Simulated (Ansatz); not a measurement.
# TiH2: the cost of one run

Method: DFT r2SCAN, scalar-relativistic, plane waves, PAW, in Ansatz 0.2.0.

### 1 The structure to begin with

Symmetry: I4/mmm, No. 139, tetragonal system. Conventional cell: a = 3.193 Å, b = 3.193 Å, c = 4.267 Å, α = 90.00°, β = 90.00°, γ = 90.00°. Around Ti (site symmetry 4/mmm) lie 8 H at 1.92 Å. H (site symmetry -4m2) has 4 Ti at 1.92 Å in its first shell of neighbours.

Structure file:

```
Ti H
1.0
    -1.59650    1.59650    2.13350
     1.59650   -1.59650    2.13350
     1.59650    1.59650   -2.13350
Ti H
1 2
Direct
  0.00000 0.00000 0.00000
  0.75000 0.25000 0.50000
  0.25000 0.75000 0.50000
```

The cell is taken as given, not relaxed at this level.

### 2 The reference cell

The reference gives a free energy of -2537.9114 eV, pressure -2.78 GPa, largest force 0.000 eV/Å and gap on the mesh none (metal). It was computed beforehand with the settings of the runs below.

### 3 The scan: a two-dimensional strain map

The cell is strained by p along both x and y and by q along z, with fractional coordinates fixed.

### 4 Point p = -0.080, q = -0.080

File input.yaml:

```yaml
crystal:
  lattice:
    - [-1.46878, 1.46878, 1.96282]
    - [1.46878, -1.46878, 1.96282]
    - [1.46878, 1.46878, -1.96282]
  atoms:
    - { symbol: Ti, position: [0.0, 0.0, 0.0] }
    - { symbol: H, position: [0.75, 0.25, 0.5] }
    - { symbol: H, position: [0.25, 0.75, 0.5] }
basis:
  ecutwfc: 500
kpoints:
  mp_grid: { grid: [20, 20, 20] }
hamiltonian:
  xc: r2scan
scf:
  occupations: { method: gaussian, width: 0.15 }
output:
  forces: true
  stress: true
  eigenvalues: true
  write_density: true
  write_potential: true
  elf: true
  volumetric_format: npy
```

Started as:

```bash
$ ansatz run input.yaml --threads 1 --pin off --max-ram 2560MiB --backend cpu --events-out ev --progress --plain --runs-dir out
```

**Question.** How long does this run take on 1 thread of Oxide Virtual Turin-like (Zen 5), shared host, and how much memory does it need?

About 10 s, with a peak of 0.51 GiB.
